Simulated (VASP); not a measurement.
# Cu (Fm-3m) in VASP: further runs

Runs on Cu. Level: PBE. Tasks: single point.

Program: VASP 6.6.1. These are calculated values, not measurements. Logs are shortened: lines on timing, memory, paths and dates and some standing lists are left out, and cuts for length are marked.

## (1) The structure

Symmetry: Fm-3m, No. 225, cubic system. The conventional cell has a = 3.615 Å, b = 3.615 Å, c = 3.615 Å, α = 90.00°, β = 90.00°, γ = 90.00°. Around Cu (site symmetry m-3m) lie 12 Cu at 2.56 Å.

## (2) Single point, PBE

File INCAR:

```
SYSTEM = Cu
  PREC = Accurate
  ENCUT = 460
  EDIFF = 1E-7
  ISMEAR = 1
  SIGMA = 0.1
  LREAL = Auto
  LASPH = .True.
  NELM = 100
  ALGO = Normal
  ISIF = 2
  LWAVE = .False.
  LCHARG = .False.
  GGA = PE
  NBANDS = 12
  ADDGRID = .False.
```

File KPOINTS:

```
regular mesh
0
Gamma
  11 11 11
  0 0 0
```

File POSCAR:

```
Cu
1.0
    0.0000000000      1.8075000000      1.8075000000
    1.8075000000      0.0000000000      1.8075000000
    1.8075000000      1.8075000000      0.0000000000
Cu
1
Direct
    0.0000000000      0.0000000000      0.0000000000
```

Potentials or basis: VASP PAW PBE potentials, release 64 (Cu).

Command:

```console
$ cat potpaw_PBE.64/Cu/POTCAR > POTCAR
$ mpirun -np 1 vasp_std > vasp.out
```

OUTCAR:

```text
SYSTEM = Cu
   PREC = Accurate
   ENCUT = 460
   EDIFF = 1E-7
   ISMEAR = 1
   LREAL = Auto
   LASPH = .True.
   NELM = 100
   ISIF = 2
   GGA = PE

 Found     56 irreducible k-points:

 Following reciprocal coordinates:
            Coordinates               Weight
  0.000000  0.000000  0.000000      1.000000
  0.090909  0.000000  0.000000      8.000000
  0.181818  0.000000  0.000000      8.000000
  0.272727  0.000000  0.000000      8.000000
  0.363636  0.000000  0.000000      8.000000
  0.454545  0.000000  0.000000      8.000000
   k-points           NKPTS =     56   k-points in BZ     NKDIM =     56   number of bands    NBANDS=     12
   number of dos      NEDOS =    301   number of ions     NIONS =      1
   total plane-waves  NPLWV =   5832
   dimension x,y,z NGX =    18 NGY =   18 NGZ =   18
   dimension x,y,z NGXF=    36 NGYF=   36 NGZF=   36
   ions per type =               1
   NGX,Y,Z   is equivalent  to a cutoff of  11.71, 11.71, 11.71 a.u.
   NGXF,Y,Z  is equivalent  to a cutoff of  23.41, 23.41, 23.41 a.u.
 SYSTEM =  Cu
   PREC   = accura    normal or accurate (medium, high low for compatibility)
   ISTART =      0    job   : 0-new  1-cont  2-samecut
   ICHARG =      2    charge: 1-file 2-atom 10-const
   ISPIN  =      1    spin polarized calculation?
   LNONCOLLINEAR =      F non collinear calculations
   LSORBIT =      F    spin-orbit coupling
   LASPH  =      T    aspherical Exc in radial PAW
   ENCUT  =  460.0 eV  33.81 Ry    5.81 a.u.   4.47  4.47  4.47*2*pi/ulx,y,z
   NELM   =    100;   NELMIN=  2; NELMDL= -5     # of ELM steps
   EDIFF  = 0.1E-06   stopping-criterion for ELM
   LREAL  =      T    real-space projection
   EDIFFG = 0.1E-05   stopping-criterion for IOM
   NSW    =      0    number of steps for IOM
   IBRION =     -1    ionic relax: 0-MD 1-quasi-New 2-CG
   NFREE  =      0    steps in history (QN), initial steepest desc. (CG)
   ISIF   =      2    stress and relaxation
   ISYM   =      2    0-nonsym 1-usesym 2-fastsym
   POTIM  = 0.5000    time-step for ionic-motion
   TEBEG  =    0.0;   TEEND  =   0.0 temperature during run
   PSTRESS=    0.0 pullay stress
   NELECT =      11.0000    total number of electrons
   NUPDOWN=      -1.0000    fix difference up-down
   EMIN   =  10.00;   EMAX   =-10.00  energy-range for DOS
   EFERMI =   0.00;   METHOD = LEGACY
   ISMEAR =     1;   SIGMA  =   0.10  broadening in eV -4-tet -1-fermi 0-gaus
   EFERMI_NEDOS =   21; number of points for ismear=-14 and -15
   IALGO  =     38    algorithm
   IMIX   =      4    mixing-type and parameters
     AMIX     =   0.40;   BMIX     =  1.00
     AMIX_MAG =   1.60;   BMIX_MAG =  1.00
  volume/ion in A,a.u.               =      11.81        79.70
  Fermi-wavevector in a.u.,A,eV,Ry     =   1.598763  3.021224 34.777078  2.556043
  Thomas-Fermi vector in A             =   2.696162
   LORBIT       =      0    0 simple, 1 ext, 2 COOP (PROOUT), +10 PAW based schemes
   GGA     = PE    functional components
   LHFCALC =     F    Hartree Fock is set to
   AEXX    =    0.0000 exact exchange contribution
   IVDW    =     0    specifies the selected vdW correction
   LEPSILON=     F    determine dielectric tensor
   LRPA    =     F    only Hartree local field effects (RPA)
 non-spin polarized calculation
 Methfessel and Paxton  Order N= 1 SIGMA  =   0.10
  energy-cutoff  :      460.00
  volume of cell :       11.81
 maximum number of plane-waves:       276
 NGX is ok and might be reduce to    18
   NGX =  9   NGY =  9   NGZ =  9

 number of electron      11.0000013 magnetization

 Free energy of the ion-electron system (eV)
  ---------------------------------------------------
  ext. energy  EPLUGINS =         0.00000000
  ---------------------------------------------------
  free energy    TOTEN  =        -3.73169817 eV

  energy without entropy =       -3.73225135  energy(sigma->0) =       -3.73188256

 E-fermi :   7.6297     XC(G=0): -12.7263

 val. band max:        7.5388000717   @ k =   0.4545   0.2727   0.0000
 cond. band min:       7.7813704364   @ k =   0.4545   0.3636   0.0000
 fundamental gap:      0.2425703647
 Fermi energy:         7.6297044427

 k-point     1 :       0.0000    0.0000    0.0000
  band No.  band energies     occupation
      1      -1.7670      2.00000
      2       4.5536      2.00000
      3       4.5536      2.00000
      4       4.5536      2.00000
      5       5.3757      2.00000
      6       5.3757      2.00000
      7      30.1803      0.00000
      8      32.8228      0.00000
      9      32.8229      0.00000
     10      32.8229      0.00000
     11      35.3139      0.00000
     12      35.3139      0.00000

 k-point     2 :       0.0909    0.0000    0.0000
  band No.  band energies     occupation
      1      -1.4670      2.00000
      2       4.4920      2.00000
      3       4.6076      2.00000
      4       4.6076      2.00000
      5       5.3554      2.00000
      6       5.3554      2.00000
      7      28.1051      0.00000
      8      30.9898      0.00000
      9      32.0354      0.00000
     10      32.0354      0.00000
     11      36.5117      0.00000
     12      36.5117      0.00000

 k-point     3 :       0.1818    0.0000    0.0000
  band No.  band energies     occupation
      1      -0.5974      2.00000
      2       4.3564      2.00000
      3       4.7038      2.00000
      4       4.7038      2.00000
      5       5.3576      2.00000
      6       5.3576      2.00000
      7      23.4468      0.00000
      8      30.5297      0.00000
      9      30.9931      0.00000
     10      30.9932      0.00000
     11      37.1435      0.00000
     12      37.5696      0.00000

 k-point     4 :       0.2727    0.0000    0.0000
  band No.  band energies     occupation
      1       0.7047      2.00000
      2       4.3183      2.00000
      3       4.6941      2.00000
      4       4.6941      2.00000
      5       5.5113      2.00000
      6       5.5113      2.00000
      7      18.9401      0.00000
      8      29.8756      0.00000
      9      30.2491      0.00000
     10      30.2491      0.00000
     11      35.5458      0.00000
     12      35.5458      0.00000

 k-point     5 :       0.3636    0.0000    0.0000
  band No.  band energies     occupation
      1       1.9544      2.00000
      2       4.6009      2.00000
      3       4.6009      2.00000
      4       4.8354      2.00000
      5       5.7532      2.00000
      6       5.7532      2.00000
      7      14.9268      0.00000
      8      29.1668      0.00000
      9      29.8287      0.00000
     10      29.8287      0.00000
     11      33.7728      0.00000
     12      33.7728      0.00000

 k-point     6 :       0.4545    0.0000    0.0000
  band No.  band energies     occupation
      1       2.4621      2.00000
      2       4.5299      2.00000
      3       4.5299      2.00000
      4       5.9199      2.00000
      5       5.9199      2.00000
      6       6.2157      2.00000
      7      11.8929      0.00000
      8      28.7305      0.00000
      9      29.6696      0.00000
     10      29.6696      0.00000
     11      32.7892      0.00000
     12      32.7893      0.00000

 [... further k-points ...]

------------------------ aborting loop because EDIFF is reached ----------------------------------------

  FORCE on cell =-STRESS in cart. coord.  units (eV):
  Direction    XX          YY          ZZ          XY          YZ          ZX
  --------------------------------------------------------------------------------------
  -------------------------------------------------------------------------------------
  Total        0.1077859      0.1077859      0.1077859      0.0000000     -0.0000000     -0.0000000
  in kB       14.6220303     14.6220303     14.6220303      0.0000000     -0.0000000     -0.0000000
  external PRESSURE =      14.6220303 kB  Pullay stress =       0.0000000 kB

 VOLUME and BASIS-vectors are now :
 -----------------------------------------------------------------------------
  energy-cutoff  :      460.00
  volume of cell :       11.81
      direct lattice vectors                 reciprocal lattice vectors
     0.000000000  1.807500000  1.807500000    -0.276625173  0.276625173  0.276625173
     1.807500000  0.000000000  1.807500000     0.276625173 -0.276625173  0.276625173
     1.807500000  1.807500000  0.000000000     0.276625173  0.276625173 -0.276625173

 POSITION                                       TOTAL-FORCE (eV/Angst)
 -----------------------------------------------------------------------------------
      0.00000      0.00000      0.00000        -0.000000     -0.000000      0.000000
 -----------------------------------------------------------------------------------
    total drift:                                0.000000     -0.000000      0.000000

  FREE ENERGIE OF THE ION-ELECTRON SYSTEM (eV)
  ---------------------------------------------------
  free  energy   TOTEN  =        -3.7316981689 eV

  energy  without entropy=       -3.7322513470  energy(sigma->0) =       -3.73188256
```

Wall time 7.9 s (1 thread of AMD EPYC 9R45 (Zen 5), shared host); peak memory 0.09 GiB.

These settings aren't checked as converged: the numbers below hold their error.

Results:

| Property | Result |
| --- | --- |
| Free energy | -3.7317 eV |
| Pressure | 1.5 GPa |
| Band gap on the k mesh | none (metal or under the smearing width) |

## (3) Single point, PBE

INCAR is that of step 2.

KPOINTS is that of step 2.

File POSCAR:

```
Cu
1.0
   -0.0335610000      1.7894160000      1.7776830000
    1.7981850000     -0.0227470000      1.7668690000
    1.8176490000      1.7980650000     -0.0422110000
Cu
1
Direct
    0.0167750000     -0.0332640000      0.0016970000
```

Potentials or basis: VASP PAW PBE potentials, release 64 (Cu).

Command:

```console
$ cat potpaw_PBE.64/Cu/POTCAR > POTCAR
$ mpirun -np 1 vasp_std > vasp.out
```

OUTCAR:

```text
SYSTEM = Cu
   PREC = Accurate
   ENCUT = 460
   EDIFF = 1E-7
   ISMEAR = 1
   LREAL = Auto
   LASPH = .True.
   NELM = 100
   ISIF = 2
   GGA = PE

 Found    666 irreducible k-points:

 Following reciprocal coordinates:
            Coordinates               Weight
  0.000000  0.000000  0.000000      1.000000
  0.090909 -0.000000 -0.000000      2.000000
  0.181818 -0.000000 -0.000000      2.000000
  0.272727 -0.000000 -0.000000      2.000000
  0.363636 -0.000000 -0.000000      2.000000
  0.454545  0.000000 -0.000000      2.000000
   k-points           NKPTS =    666   k-points in BZ     NKDIM =    666   number of bands    NBANDS=     12
   number of dos      NEDOS =    301   number of ions     NIONS =      1
   total plane-waves  NPLWV =   5832
   dimension x,y,z NGX =    18 NGY =   18 NGZ =   18
   dimension x,y,z NGXF=    36 NGYF=   36 NGZF=   36
   ions per type =               1
   NGX,Y,Z   is equivalent  to a cutoff of  11.86, 11.87, 11.70 a.u.
   NGXF,Y,Z  is equivalent  to a cutoff of  23.73, 23.74, 23.41 a.u.
 SYSTEM =  Cu
   PREC   = accura    normal or accurate (medium, high low for compatibility)
   ISTART =      0    job   : 0-new  1-cont  2-samecut
   ICHARG =      2    charge: 1-file 2-atom 10-const
   ISPIN  =      1    spin polarized calculation?
   LNONCOLLINEAR =      F non collinear calculations
   LSORBIT =      F    spin-orbit coupling
   LASPH  =      T    aspherical Exc in radial PAW
   ENCUT  =  460.0 eV  33.81 Ry    5.81 a.u.   4.41  4.41  4.47*2*pi/ulx,y,z
   NELM   =    100;   NELMIN=  2; NELMDL= -5     # of ELM steps
   EDIFF  = 0.1E-06   stopping-criterion for ELM
   LREAL  =      T    real-space projection
   EDIFFG = 0.1E-05   stopping-criterion for IOM
   NSW    =      0    number of steps for IOM
   IBRION =     -1    ionic relax: 0-MD 1-quasi-New 2-CG
   NFREE  =      0    steps in history (QN), initial steepest desc. (CG)
   ISIF   =      2    stress and relaxation
   ISYM   =      2    0-nonsym 1-usesym 2-fastsym
   POTIM  = 0.5000    time-step for ionic-motion
   TEBEG  =    0.0;   TEEND  =   0.0 temperature during run
   PSTRESS=    0.0 pullay stress
   NELECT =      11.0000    total number of electrons
   NUPDOWN=      -1.0000    fix difference up-down
   EMIN   =  10.00;   EMAX   =-10.00  energy-range for DOS
   EFERMI =   0.00;   METHOD = LEGACY
   ISMEAR =     1;   SIGMA  =   0.10  broadening in eV -4-tet -1-fermi 0-gaus
   EFERMI_NEDOS =   21; number of points for ismear=-14 and -15
   IALGO  =     38    algorithm
   IMIX   =      4    mixing-type and parameters
     AMIX     =   0.40;   BMIX     =  1.00
     AMIX_MAG =   1.60;   BMIX_MAG =  1.00
  volume/ion in A,a.u.               =      11.81        79.70
  Fermi-wavevector in a.u.,A,eV,Ry     =   1.598763  3.021224 34.777082  2.556043
  Thomas-Fermi vector in A             =   2.696162
   LORBIT       =      0    0 simple, 1 ext, 2 COOP (PROOUT), +10 PAW based schemes
   GGA     = PE    functional components
   LHFCALC =     F    Hartree Fock is set to
   AEXX    =    0.0000 exact exchange contribution
   IVDW    =     0    specifies the selected vdW correction
   LEPSILON=     F    determine dielectric tensor
   LRPA    =     F    only Hartree local field effects (RPA)
 non-spin polarized calculation
 Methfessel and Paxton  Order N= 1 SIGMA  =   0.10
  energy-cutoff  :      460.00
  volume of cell :       11.81
 maximum number of plane-waves:       279
 NGX is ok and might be reduce to    18
   NGX =  9   NGY =  9   NGZ =  9

 number of electron      11.0000003 magnetization

 Free energy of the ion-electron system (eV)
  ---------------------------------------------------
  ext. energy  EPLUGINS =         0.00000000
  ---------------------------------------------------
  free energy    TOTEN  =        -3.72677526 eV

  energy without entropy =       -3.72683170  energy(sigma->0) =       -3.72679407

 E-fermi :   7.6878     XC(G=0): -12.7255

 val. band max:        7.6849083215   @ k =  -0.0000   0.4545   0.3636
 cond. band min:       7.6886502413   @ k =   0.4545   0.4545   0.1818
 fundamental gap:      0.0037419198
 Fermi energy:         7.6878182913

 k-point     1 :       0.0000    0.0000    0.0000
  band No.  band energies     occupation
      1      -1.7666      2.00000
      2       4.4572      2.00000
      3       4.5253      2.00000
      4       4.6638      2.00000
      5       5.3436      2.00000
      6       5.4150      2.00000
      7      30.0382      0.00000
      8      32.1017      0.00000
      9      32.6971      0.00000
     10      33.8687      0.00000
     11      34.6735      0.00000
     12      35.1695      0.00000

 k-point     2 :       0.0909   -0.0000   -0.0000
  band No.  band energies     occupation
      1      -1.4706      2.00000
      2       4.4333      2.00000
      3       4.5557      2.00000
      4       4.6986      2.00000
      5       5.3301      2.00000
      6       5.3951      2.00000
      7      27.7979      0.00000
      8      30.7089      0.00000
      9      31.8597      0.00000
     10      32.9305      0.00000
     11      35.8859      0.00000
     12      36.8651      0.00000

 k-point     3 :       0.1818   -0.0000   -0.0000
  band No.  band energies     occupation
      1      -0.6126      2.00000
      2       4.3245      2.00000
      3       4.6282      2.00000
      4       4.7799      2.00000
      5       5.3510      2.00000
      6       5.3907      2.00000
      7      23.1658      0.00000
      8      30.1896      0.00000
      9      31.0564      0.00000
     10      31.7923      0.00000
     11      36.9218      0.00000
     12      37.4735      0.00000

 k-point     4 :       0.2727   -0.0000   -0.0000
  band No.  band energies     occupation
      1       0.6735      2.00000
      2       4.2955      2.00000
      3       4.6164      2.00000
      4       4.7665      2.00000
      5       5.5039      2.00000
      6       5.5365      2.00000
      7      18.7100      0.00000
      8      29.6245      0.00000
      9      30.4261      0.00000
     10      30.8807      0.00000
     11      35.4462      0.00000
     12      35.8868      0.00000

 k-point     5 :       0.3636   -0.0000   -0.0000
  band No.  band energies     occupation
      1       1.9191      2.00000
      2       4.5275      2.00000
      3       4.6777      2.00000
      4       4.8007      2.00000
      5       5.7120      2.00000
      6       5.7880      2.00000
      7      14.7461      0.00000
      8      29.1083      0.00000
      9      29.9715      0.00000
     10      30.3288      0.00000
     11      33.7255      0.00000
     12      34.1457      0.00000

 k-point     6 :       0.4545    0.0000   -0.0000
  band No.  band energies     occupation
      1       2.4395      2.00000
      2       4.4593      2.00000
      3       4.6149      2.00000
      4       5.8584      2.00000
      5       5.9573      2.00000
      6       6.1411      2.00000
      7      11.7549      0.00000
      8      28.7608      0.00000
      9      29.7733      0.00000
     10      30.1429      0.00000
     11      32.7498      0.00000
     12      33.1779      0.00000

 [... further k-points ...]

------------------------ aborting loop because EDIFF is reached ----------------------------------------

  FORCE on cell =-STRESS in cart. coord.  units (eV):
  Direction    XX          YY          ZZ          XY          YZ          ZX
  --------------------------------------------------------------------------------------
  -------------------------------------------------------------------------------------
  Total        0.1200860      0.1010847      0.1551440      0.0374514      0.1242114      0.2114785
  in kB       16.2906336     13.7129554     21.0465346      5.0805843     16.8502854     28.6887750
  external PRESSURE =      17.0167079 kB  Pullay stress =       0.0000000 kB

 VOLUME and BASIS-vectors are now :
 -----------------------------------------------------------------------------
  energy-cutoff  :      460.00
  volume of cell :       11.81
      direct lattice vectors                 reciprocal lattice vectors
    -0.033561000  1.789416000  1.777683000    -0.268914128  0.278352052  0.277263920
     1.798185000 -0.022747000  1.766869000     0.277037260 -0.273469598  0.280504747
     1.817649000  1.798065000 -0.042211000     0.271125354  0.275680674 -0.272381618

 POSITION                                       TOTAL-FORCE (eV/Angst)
 -----------------------------------------------------------------------------------
      1.74089      0.01108      1.73784        -0.000000      0.000000     -0.000000
 -----------------------------------------------------------------------------------
    total drift:                                0.000079     -0.000021     -0.000039

  FREE ENERGIE OF THE ION-ELECTRON SYSTEM (eV)
  ---------------------------------------------------
  free  energy   TOTEN  =        -3.7267752588 eV

  energy  without entropy=       -3.7268316990  energy(sigma->0) =       -3.72679407
```

stdout:

```text
POSCAR found type information on POSCAR Cu
 POSCAR found :  1 types and       1 ions
 scaLAPACK will be used
 -----------------------------------------------------------------------------
|                                                                             |
|                                                                             |
|     You have a (more or less) 'small supercell' and for smaller cells       |
|     it is recommended to use the reciprocal-space projection scheme!        |
|     The real-space optimization is not efficient for small cells and it     |
|     is also less accurate ...                                               |
|     Therefore, set LREAL=.FALSE. in the INCAR file.                         |
|                                                                             |
 -----------------------------------------------------------------------------

 LDA part: xc-table for (Slater+PW92), standard interpolation
 POSCAR, INCAR and KPOINTS ok, starting setup
 FFT: planning ... GRIDC
 FFT: planning ... GRID_SOFT
 FFT: planning ... GRID
 WAVECAR not read
 entering main loop
```

Run time: 80 s. Hardware: 1 thread of AMD EPYC 9R45 (Zen 5), shared host; peak memory 0.13 GiB.

The run converged, but some of its settings lie outside the range that counts as converged, so its numbers aren't taken as properties of the crystal.

Results:

| Item | Value |
| --- | --- |
| Free energy | -3.7268 eV |
| Pressure | 1.7 GPa |
| Band gap on the k mesh | none (metal or under the smearing width) |
